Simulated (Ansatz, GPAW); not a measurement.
# Ballistic transport through CN in line between two Pd chains, from relaxation to T(E)

How well does CN in line between two Pd chains conduct once its atoms have relaxed, and how much do cheaper levels lose?

Calculated with GPAW 26.7.0 and Ansatz 0.2.0; Ansatz plane waves; relaxation of the junction with the lead ends held; PAW set soft_1, in the first sound run; inputs show where later runs differ.

## Step 1: Starting point

The cell holds 18 atoms: 16 Pd, 1 C and 1 N. Cell: a = 9.000 Å, b = 9.000 Å, c = 42.373 Å, α = 90.0°, β = 90.0°, γ = 90.0°. Regions: left lead, 8 atoms (8 Pd); channel, 2 atoms (1 C and 1 N); right lead, 8 atoms (8 Pd). Vacuum lies along a and b. The structure is stacked along c, and the current runs across the ab planes.

## Step 2: Relaxing the atoms

Transmission follows bond lengths closely, so the atoms between the held lead ends are relaxed first, from a slightly shaken start that lets symmetry break.

Contents of input.yaml:

```yaml
crystal:
  lattice:
    - [9.0, 0.0, 0.0]
    - [0.0, 9.0, 0.0]
    - [0.0, 0.0, 42.3729]
  atoms:
    - { symbol: Pd, position: [0.5, 0.5, 0.029499987] }
    - { symbol: Pd, position: [0.5, 0.5, 0.0884999611] }
    - { symbol: Pd, position: [0.5, 0.5, 0.1474999351] }
    - { symbol: Pd, position: [0.5, 0.5, 0.2064999091] }
    - { symbol: Pd, position: [0.5, 0.5, 0.2654998832] }
    - { symbol: Pd, position: [0.5, 0.5, 0.3244998572] }
    - { symbol: Pd, position: [0.4985588666, 0.4962330108, 0.3839769124] }
    - { symbol: Pd, position: [0.4963072847, 0.5067130519, 0.4431540763] }
    - { symbol: C, position: [0.4988024569, 0.5019017191, 0.4875013906] }
    - { symbol: "N", position: [0.5094465647, 0.4969224511, 0.5149624456] }
    - { symbol: Pd, position: [0.5017258021, 0.4990681632, 0.5582734707] }
    - { symbol: Pd, position: [0.5016892477, 0.5035874695, 0.6161278324] }
    - { symbol: Pd, position: [0.5, 0.5, 0.6755001428] }
    - { symbol: Pd, position: [0.5, 0.5, 0.7345001168] }
    - { symbol: Pd, position: [0.5, 0.5, 0.7935000909] }
    - { symbol: Pd, position: [0.5, 0.5, 0.8525000649] }
    - { symbol: Pd, position: [0.5, 0.5, 0.9115000389] }
    - { symbol: Pd, position: [0.5, 0.5, 0.970500013] }
kpoints:
  mp_grid: { grid: [1, 1, 2] }
hamiltonian:
  xc: pbe
  pseudopotentials: { kind: paw, azcp: { folder: soft_1 } }
scf:
  occupations: { method: fermi_dirac, width: 0.1 }
relax:
  f_tol: 0.03
  max_steps: 80
  constraints: [{ sites: [0, 1, 2, 3, 4, 5, 12, 13, 14, 15, 16, 17] }]
```

The run is started by

```sh
> ansatz run input.yaml --threads 4 --pin off --max-ram 8192MiB --backend cpu --events-out ev --progress --plain --runs-dir out
```

Numbers of over 12 decimals in the logs are rounded to 6 here.

The log of the run:

```text
Engine: ansatz 0.2.0, x86_64-unknown-linux-gnu
Pseudopotentials: kind: paw
Pseudopotential: Pd, paw, valence charge 18, recommended cutoff 420 eV (normal), soft_1/Pd.paw.azcp
Pseudopotential: C, paw, valence charge 4, recommended cutoff 420 eV (normal), soft_1/C.paw.azcp
Pseudopotential: N, paw, valence charge 5, recommended cutoff 420 eV (normal), soft_1/N.paw.azcp
Functional definition: PBE
  parameter kappa = 0.804
  parameter beta = 0.066725
  exchange = pbe_x(kappa = kappa, mu = beta*pi^2/3)
  correlation = pbe_c(beta = beta)
Crystal: 18 atoms, lattice volume = 3432.205 Å³
Basis set: ecut = 420 eV, 67081 PW (Γ), exchange–correlation on 128×128×576 points (8 copies of the dense FFT grid, shifted against one another)
Bands: 179, of which v1, the nominal top of the filled ones, is band 149 counted from 1 (148 counted from 0)
Symmetry: 1 space group operations
Space group: P1 (ITA 1), of the structure as read, at distance tolerance 1.5e-4 Å
k-points: 2
Non-local potential: Pd, projectors of the file, l = 0: 2, l = 1: 2, l = 2: 2, l = 3: 1
Non-local potential: C, projectors of the file, l = 0: 2, l = 1: 2, l = 2: 1
Non-local potential: N, projectors of the file, l = 0: 2, l = 1: 2, l = 2: 1
PAW form: soft (Blöchl's): semilocal exchange-correlation on the pseudo side does not see the compensation charge
PAW one-centre angular grid: Pd, 590 points (default); XC on 64 Gauss nodes
PAW one-centre angular grid: C, 110 points (default); XC on 64 Gauss nodes
PAW one-centre angular grid: N, 110 points (default); XC on 64 Gauss nodes
Initial density: superposition of atomic densities (neutral atoms: chi_scale 0, normalization atom)
Initial wavefunctions: pseudopotential atomic-orbital guess
Functional: x = pbe(κ = 0.804, μ = 0.219515), c = pbe(β = 0.066725)
SCF iter   1: F=—  HF=-112183.666595 eV  |F-HF|=—  |Δ(HF+E_count)|=         —  Δρ=5.19e-2  dr2=1.62e2  ethr=3.10e-3  ⟨swp⟩=11.0  Hψ=1763  notcnv=0
preconditioner: auto → LDOS  [metal: Δε(μ)=0.087 eV  Ē_g=3.427 eV  σ=0.100 eV  W_gap=0.21  n_scr=364 (ndim 8)  ℏωp=8.2 eV  f_vac=0.802  D(μ)=32.67/eV (n_scr^D=120)  β→1.0]
SCF iter   2: F=—  HF=-112167.064982 eV  |F-HF|=—  |Δ(HF+E_count)|=    1.66e1  Δρ=3.94e-2  dr2=4.53e1  ethr=3.10e-3  ⟨swp⟩=9.5  Hψ=1265  notcnv=0  defer=3
SCF iter   3: F=—  HF=-112162.011045 eV  |F-HF|=—  |Δ(HF+E_count)|=    5.05e0  Δρ=1.29e-2  dr2=1.00e1  ethr=3.10e-3  ⟨swp⟩=4.5  Hψ=962  notcnv=0  defer=5
SCF iter   4: F=—  HF=-112161.054165 eV  |F-HF|=—  |Δ(HF+E_count)|=   9.57e-1  Δρ=4.26e-3  dr2=1.10e0  ethr=3.10e-3  ⟨swp⟩=2.0  Hψ=426  notcnv=0  defer=20
SCF iter   5: F=—  HF=-112160.997103 eV  |F-HF|=—  |Δ(HF+E_count)|=   5.71e-2  Δρ=1.63e-3  dr2=2.16e-1  ethr=3.71e-4  ⟨swp⟩=2.0  Hψ=546  notcnv=0  defer=20
SCF iter   6: F=—  HF=-112161.004298 eV  |F-HF|=—  |Δ(HF+E_count)|=   7.19e-3  Δρ=9.23e-4  dr2=5.49e-2  ethr=7.26e-5  ⟨swp⟩=2.5  Hψ=623  notcnv=0  defer=15
SCF iter   7: F=—  HF=-112161.001031 eV  |F-HF|=—  |Δ(HF+E_count)|=   3.27e-3  Δρ=4.71e-4  dr2=1.51e-2  ethr=1.85e-5  ⟨swp⟩=2.0  Hψ=456  notcnv=0  defer=15
SCF iter   8: F=—  HF=-112161.002560 eV  |F-HF|=—  |Δ(HF+E_count)|=   1.53e-3  Δρ=3.43e-4  dr2=8.10e-3  ethr=5.10e-6  ⟨swp⟩=1.0  Hψ=349  notcnv=0  defer=15
SCF iter   9: F=—  HF=-112161.002300 eV  |F-HF|=—  |Δ(HF+E_count)|=   2.61e-4  Δρ=1.49e-4  dr2=1.53e-3  ethr=2.73e-6  ⟨swp⟩=1.0  Hψ=343  notcnv=0  defer=15
SCF iter  10: F=—  HF=-112161.002335 eV  |F-HF|=—  |Δ(HF+E_count)|=   3.48e-5  Δρ=6.50e-5  dr2=3.19e-4  ethr=5.15e-7  ⟨swp⟩=2.0  Hψ=345  notcnv=0  defer=15
SCF iter  11: F=—  HF=-112161.002356 eV  |F-HF|=—  |Δ(HF+E_count)|=   2.17e-5  Δρ=3.43e-5  dr2=1.01e-4  ethr=1.07e-7  ⟨swp⟩=2.0  Hψ=435  notcnv=0  defer=15
SCF iter  12: F=-112161.002344 eV  HF=-112161.002358 eV  |F-HF|=1.33e-5  |Δ(HF+E_count)|=   1.26e-6  Δρ=1.62e-5  dr2=2.04e-5  ethr=7.58e-9  ⟨swp⟩=4.0  Hψ=1273  notcnv=0
SCF 1 converged in 12 iterations: F = -112161.002344 eV  dr2 = 2.04e-5
  greatest PAW one-centre occupation: 1.000 electrons in one spin orbital (limit 2), on the Pd atom at site 10 (counted from 0), in its partial waves of l = 0
relax step   1: F+E_penalty+E_count = -112161.00234435 eV  Δ(F+E_penalty+E_count) = +0.000e0 eV  max|allowed force component| = 2.318e0 eV/Å  Δτ_max = 0.0000 Å  (12 SCF iters, dr2 threshold 2.25e-5 eV, accepted)
Initial density: handed on by an earlier stage of this run
Initial wavefunctions: those handed on with the density
iter 1 solved again at ethr=1.28e-4 eV; its pass at ethr=3.10e-3 eV (dr2=3.80e-1 eV) is discarded
SCF iter   1: F=—  HF=-112161.200838 eV  |F-HF|=—  |Δ(HF+E_count)|=         —  Δρ=3.00e-3  dr2=4.04e-1  ethr=1.28e-4  ⟨swp⟩=1.0  Hψ=1118  notcnv=0  defer=15
preconditioner: auto → LDOS  [metal: Δε(μ)=0.058 eV  Ē_g=4.443 eV  σ=0.100 eV  W_gap=0.14  n_scr=364 (ndim 8)  ℏωp=8.2 eV  f_vac=0.788  D(μ)=51.07/eV (n_scr^D=274)  β→1.0]
SCF iter   2: F=—  HF=-112161.169694 eV  |F-HF|=—  |Δ(HF+E_count)|=   3.11e-2  Δρ=9.53e-4  dr2=4.18e-2  ethr=1.28e-4  ⟨swp⟩=2.0  Hψ=513  notcnv=0  defer=15
SCF iter   3: F=—  HF=-112161.173540 eV  |F-HF|=—  |Δ(HF+E_count)|=   3.85e-3  Δρ=6.80e-4  dr2=2.76e-2  ethr=1.41e-5  ⟨swp⟩=2.0  Hψ=629  notcnv=0  defer=15
SCF iter   4: F=—  HF=-112161.170606 eV  |F-HF|=—  |Δ(HF+E_count)|=   2.93e-3  Δρ=2.92e-4  dr2=5.13e-3  ethr=9.29e-6  ⟨swp⟩=2.0  Hψ=568  notcnv=0  defer=15
SCF iter   5: F=—  HF=-112161.170672 eV  |F-HF|=—  |Δ(HF+E_count)|=   6.64e-5  Δρ=1.31e-4  dr2=1.35e-3  ethr=1.73e-6  ⟨swp⟩=2.0  Hψ=410  notcnv=0  defer=15
SCF iter   6: F=—  HF=-112161.170720 eV  |F-HF|=—  |Δ(HF+E_count)|=   4.83e-5  Δρ=5.92e-5  dr2=2.57e-4  ethr=4.56e-7  ⟨swp⟩=1.5  Hψ=344  notcnv=0  defer=15
SCF iter   7: F=-112161.170700 eV  HF=-112161.170735 eV  |F-HF|=3.46e-5  |Δ(HF+E_count)|=   1.42e-5  Δρ=2.40e-5  dr2=4.63e-5  ethr=3.37e-8  ⟨swp⟩=4.0  Hψ=1246  notcnv=0
SCF 2 converged in 7 iterations: F = -112161.170700 eV  dr2 = 4.63e-5
relax step   2: F+E_penalty+E_count = -112161.17070001 eV  Δ(F+E_penalty+E_count) = -1.684e-1 eV  max|allowed force component| = 1.264e0 eV/Å  Δτ_max = 0.0686 Å  (7 SCF iters, dr2 threshold 1.00e-4 eV, accepted)
iter 1 solved again at ethr=2.30e-4 eV; its pass at ethr=3.10e-3 eV (dr2=6.83e-1 eV) is discarded
SCF iter   1: F=—  HF=-112161.416326 eV  |F-HF|=—  |Δ(HF+E_count)|=         —  Δρ=4.52e-3  dr2=6.77e-1  ethr=2.30e-4  ⟨swp⟩=1.5  Hψ=1202  notcnv=0  defer=15
preconditioner: auto → LDOS  [metal: Δε(μ)=0.021 eV  Ē_g=4.394 eV  σ=0.100 eV  W_gap=0.05  n_scr=364 (ndim 8)  ℏωp=8.2 eV  f_vac=0.787  D(μ)=51.16/eV (n_scr^D=274)  β→1.0]
SCF iter   2: F=—  HF=-112161.352560 eV  |F-HF|=—  |Δ(HF+E_count)|=   6.38e-2  Δρ=2.34e-3  dr2=2.38e-1  ethr=2.28e-4  ⟨swp⟩=3.0  Hψ=886  notcnv=0  defer=15
SCF iter   3: F=—  HF=-112161.297979 eV  |F-HF|=—  |Δ(HF+E_count)|=   5.46e-2  Δρ=7.78e-4  dr2=4.28e-2  ethr=8.01e-5  ⟨swp⟩=2.0  Hψ=646  notcnv=0  defer=15
SCF iter   4: F=—  HF=-112161.297135 eV  |F-HF|=—  |Δ(HF+E_count)|=   8.44e-4  Δρ=4.28e-4  dr2=1.28e-2  ethr=1.44e-5  ⟨swp⟩=2.0  Hψ=495  notcnv=0  defer=15
SCF iter   5: F=—  HF=-112161.296695 eV  |F-HF|=—  |Δ(HF+E_count)|=   4.40e-4  Δρ=2.32e-4  dr2=5.01e-3  ethr=4.31e-6  ⟨swp⟩=2.0  Hψ=345  notcnv=0  defer=15
SCF iter   6: F=—  HF=-112161.296872 eV  |F-HF|=—  |Δ(HF+E_count)|=   1.77e-4  Δρ=8.90e-5  dr2=4.48e-4  ethr=1.69e-6  ⟨swp⟩=1.0  Hψ=343  notcnv=0  defer=15
SCF iter   7: F=—  HF=-112161.296892 eV  |F-HF|=—  |Δ(HF+E_count)|=   2.02e-5  Δρ=4.45e-5  dr2=1.72e-4  ethr=1.51e-7  ⟨swp⟩=2.0  Hψ=488  notcnv=0  defer=15
SCF iter   8: F=-112161.296872 eV  HF=-112161.296904 eV  |F-HF|=3.26e-5  |Δ(HF+E_count)|=   1.21e-5  Δρ=2.60e-5  dr2=4.23e-5  ethr=3.36e-8  ⟨swp⟩=3.5  Hψ=1189  notcnv=0
SCF 3 converged in 8 iterations: F = -112161.296872 eV  dr2 = 4.23e-5
relax step   3: F+E_penalty+E_count = -112161.29687185 eV  Δ(F+E_penalty+E_count) = -1.262e-1 eV  max|allowed force component| = 9.569e-1 eV/Å  Δτ_max = 0.1840 Å  (8 SCF iters, dr2 threshold 9.98e-5 eV, accepted)
[...]
relax step   4: F+E_penalty+E_count = -112161.38766973 eV  Δ(F+E_penalty+E_count) = -9.080e-2 eV  max|allowed force component| = 3.900e-1 eV/Å  Δτ_max = 0.1956 Å  (9 SCF iters, dr2 threshold 1.00e-4 eV, accepted)
[...]
relax step   5: F+E_penalty+E_count = -112161.43445419 eV  Δ(F+E_penalty+E_count) = -4.678e-2 eV  max|allowed force component| = 2.587e-1 eV/Å  Δτ_max = 0.1920 Å  (9 SCF iters, dr2 threshold 2.53e-5 eV, accepted)
[...]
relax step   6: F+E_penalty+E_count = -112161.43634746 eV  Δ(F+E_penalty+E_count) = -1.893e-3 eV  max|allowed force component| = 2.187e-1 eV/Å  Δτ_max = 0.2000 Å  (9 SCF iters, dr2 threshold 1.11e-5 eV, accepted)
[...]
relax step   7: F+E_penalty+E_count = -112161.44979378 eV  Δ(F+E_penalty+E_count) = -1.345e-2 eV  max|allowed force component| = 5.862e-2 eV/Å  Δτ_max = 0.1253 Å  (8 SCF iters, dr2 threshold 2.11e-5 eV, accepted)
[...]
relax step   8: F+E_penalty+E_count = -112161.45129348 eV  Δ(F+E_penalty+E_count) = -1.500e-3 eV  max|allowed force component| = 4.265e-2 eV/Å  Δτ_max = 0.0767 Å  (11 SCF iters, accepted)
SCF iter   1: F=—  HF=-112161.459671 eV  |F-HF|=—  |Δ(HF+E_count)|=         —  Δρ=1.18e-3  dr2=4.15e-2  ethr=8.93e-4  ⟨swp⟩=4.0  Hψ=679  notcnv=0  defer=20
preconditioner: auto → LDOS  [metal: Δε(μ)=0.009 eV  Ē_g=4.337 eV  σ=0.100 eV  W_gap=0.02  n_scr=364 (ndim 8)  ℏωp=8.2 eV  f_vac=0.786  D(μ)=53.24/eV (n_scr^D=306)  β→1.0]
SCF iter   2: F=—  HF=-112161.454167 eV  |F-HF|=—  |Δ(HF+E_count)|=   5.50e-3  Δρ=5.92e-4  dr2=1.59e-2  ethr=1.40e-5  ⟨swp⟩=3.0  Hψ=751  notcnv=0  defer=20
SCF iter   3: F=—  HF=-112161.451088 eV  |F-HF|=—  |Δ(HF+E_count)|=   3.08e-3  Δρ=1.42e-4  dr2=2.28e-3  ethr=5.37e-6  ⟨swp⟩=2.0  Hψ=588  notcnv=0  defer=20
SCF iter   4: F=—  HF=-112161.451060 eV  |F-HF|=—  |Δ(HF+E_count)|=   2.82e-5  Δρ=7.68e-5  dr2=3.56e-4  ethr=7.67e-7  ⟨swp⟩=2.0  Hψ=500  notcnv=0  defer=20
SCF iter   5: F=—  HF=-112161.451080 eV  |F-HF|=—  |Δ(HF+E_count)|=   2.02e-5  Δρ=3.79e-5  dr2=8.88e-5  ethr=1.20e-7  ⟨swp⟩=2.0  Hψ=501  notcnv=0  defer=20
SCF iter   6: F=—  HF=-112161.452654 eV  |F-HF|=—  |Δ(HF+E_count)|=   1.57e-3  Δρ=2.09e-5  dr2=3.38e-5  ethr=2.99e-8  ⟨swp⟩=2.0  Hψ=340  notcnv=0  defer=20
SCF iter   7: F=—  HF=-112161.452657 eV  |F-HF|=—  |Δ(HF+E_count)|=   3.13e-6  Δρ=1.23e-5  dr2=8.77e-6  ethr=1.14e-8  ⟨swp⟩=2.0  Hψ=362  notcnv=0  defer=20
SCF iter   8: F=—  HF=-112161.452656 eV  |F-HF|=—  |Δ(HF+E_count)|=   9.48e-7  Δρ=5.08e-6  dr2=1.63e-6  ethr=2.95e-9  ⟨swp⟩=2.0  Hψ=502  notcnv=0  defer=20
SCF iter   9: F=—  HF=-112161.452656 eV  |F-HF|=—  |Δ(HF+E_count)|=   3.36e-7  Δρ=2.83e-6  dr2=5.63e-7  ethr=5.48e-10  ⟨swp⟩=2.0  Hψ=365  notcnv=0  defer=20
SCF iter  10: F=-112161.452656 eV  HF=-112161.452656 eV  |F-HF|=5.69e-8  |Δ(HF+E_count)|=   1.06e-7  Δρ=1.14e-6  dr2=9.03e-8  ethr=3.37e-11  ⟨swp⟩=3.0  Hψ=1197  notcnv=0
SCF 9 converged in 10 iterations: F = -112161.452656 eV  dr2 = 9.03e-8
relax step   9: F+E_penalty+E_count = -112161.45265639 eV  Δ(F+E_penalty+E_count) = -1.363e-3 eV  max|allowed force component| = 1.867e-2 eV/Å  Δτ_max = 0.0427 Å  (10 SCF iters, accepted)
SCF converged after 10 iterations
Free energy (F): -112161.452656 eV
Harris-Foulkes:  -112161.452656 eV  (|F-HF|=5.69e-8)
Internal energy: -112159.772715 eV  (E = F + TS)
E sigma→0 (E₀):  -112160.612685 eV
Entropy (-TS):   -1.679942 eV (-93.330 meV/atom)
Fermi energy:    -3.567387 eV
--- Per-component energies (eV) ---
  E_band       = -8674.214357
  E_kinetic    = 7412.341310
  E_local      = -103477.257392  (includes V_loc(G=0)·N_el)
  E_nonlocal   = 6035.194005
  E_hartree    = 45569.931962
  E_xc         = -2269.597270
  E_vxc        = -2859.281311  (∫ρ·V_xc dr)
  E_paw        = -61243.808316  (= ΣΔE_a)
  E_vpaw       = -6925.069248  (= ΣTr[D̂ρ^β])
  E_aug_tail   = 0.004681  (compensation charges beyond the density's cutoff)
  E_ewald      = -4186.581694
  E_smearing   = -1.679942  (= −TS)
  E_closure    = 0.000000  (closes the sum)
  Σ components = -112161.452656   (vs F -112161.452656, Δ=0.00e0)
--- Forces (eV/Å), atoms counted from 1 ---
  atom   1  Pd    -0.00008675     0.00047761    -0.00794294
  atom   2  Pd     0.00022876    -0.00132614     0.00256322
  atom   3  Pd    -0.00004065     0.00045043     0.02909877
  atom   4  Pd     0.00001962    -0.00043127    -0.04230258
  atom   5  Pd     0.00271666    -0.02150592     0.07110024
  atom   6  Pd    -0.00355512     0.02304524     0.08878680
  atom   7  Pd    -0.00129525     0.00173958     0.00651892
  atom   8  Pd     0.00026669     0.00858104    -0.01866759
  atom   9  C      0.00129054    -0.00674748     0.00939804
  atom  10  N     -0.00008715    -0.00068763     0.01101349
  atom  11  Pd     0.00240542    -0.00025423    -0.00059408
  atom  12  Pd    -0.00251645     0.00035275     0.00072164
  atom  13  Pd    -0.00049954    -0.00377671    -0.11994507
  atom  14  Pd     0.00174448     0.00338301    -0.05122952
  atom  15  Pd     0.00016266    -0.00074018     0.03502903
  atom  16  Pd    -0.00050054    -0.00180603    -0.02203138
  atom  17  Pd    -0.00014756    -0.00076706     0.00520210
  atom  18  Pd    -0.00006134     0.00004419     0.00318125
  max |Σ_I F_I| component: 9.97e-5 eV/Å
--- Relaxed structure (9 steps of the walk, 9 accepted, 0 SCFs on fresh bases) ---
  F+E_penalty+E_count = -112161.45265639 eV   max|allowed force component| = 1.867e-2 eV/Å
  atoms:
    - { symbol: Pd, position: [0.5, 0.5, 0.029500] }
    - { symbol: Pd, position: [0.5, 0.5, 0.0884999611] }
    - { symbol: Pd, position: [0.5, 0.5, 0.1474999351] }
    - { symbol: Pd, position: [0.5, 0.5, 0.2064999091] }
    - { symbol: Pd, position: [0.5, 0.5, 0.2654998832] }
    - { symbol: Pd, position: [0.5, 0.5, 0.3244998572] }
    - { symbol: Pd, position: [0.506527, 0.448860, 0.383414] }
    - { symbol: Pd, position: [0.488396, 0.576904, 0.438580] }
    - { symbol: C, position: [0.495259, 0.514913, 0.482304] }
    - { symbol: N, position: [0.496549, 0.495193, 0.509894] }
    - { symbol: Pd, position: [0.492340, 0.468123, 0.557656] }
    - { symbol: Pd, position: [0.512018, 0.534186, 0.616300] }
    - { symbol: Pd, position: [0.5, 0.5, 0.6755001428] }
    - { symbol: Pd, position: [0.5, 0.5, 0.7345001168] }
    - { symbol: Pd, position: [0.5, 0.5, 0.7935000909] }
    - { symbol: Pd, position: [0.5, 0.5, 0.8525000649] }
    - { symbol: Pd, position: [0.5, 0.5, 0.9115000389] }
    - { symbol: Pd, position: [0.5, 0.5, 0.970500013] }
```

Elapsed: 2.1 min, on 4 threads of Intel Xeon Platinum 8488C (Sapphire Rapids), shared host; peak memory 5.2 GiB; 8.2 min of CPU time.

This run has no spin polarisation although its electron count is odd.

Step by step:

```
step  energy less that of the first step (eV)  largest force component (eV/Å)
   1                                   0.0000                          2.3178
   2                                  -0.1684                          1.2639
   3                                  -0.2945                          0.9569
   4                                  -0.3853                          0.3900
   5                                  -0.4321                          0.2587
   6                                  -0.4340                          0.2187
   7                                  -0.4475                          0.0586
   8                                  -0.4489                          0.0427
   9                                  -0.4503                          0.0187
```

The atoms that moved most (Å):

```
atom      dx      dy      dz  length
 Pd8  -0.071   0.632  -0.194   0.665
 Pd7   0.072  -0.426  -0.024   0.433
Pd11  -0.084  -0.279  -0.026   0.292
Pd12   0.093   0.275   0.007   0.291
  C9  -0.032   0.117  -0.220   0.251
 N10  -0.116  -0.016  -0.215   0.245
```

This step gave:

- free energy: -112161.4527 eV
- smearing term TS: 1.680 eV
- symmetry operations: 1

The relaxation lowered the energy of the cell by 0.450 eV.

(Continued in part 2 of 4.)

[Logs are printed without paths, hosts, clocks, repeated set-up lines and the standing remarks that a program may print on its own settings, such as how far it seeks lower states.]

[Hosts, paths, dates, database ids (printed as entryN), source tags and the programs' standing remarks are cut or masked in the printed files.]
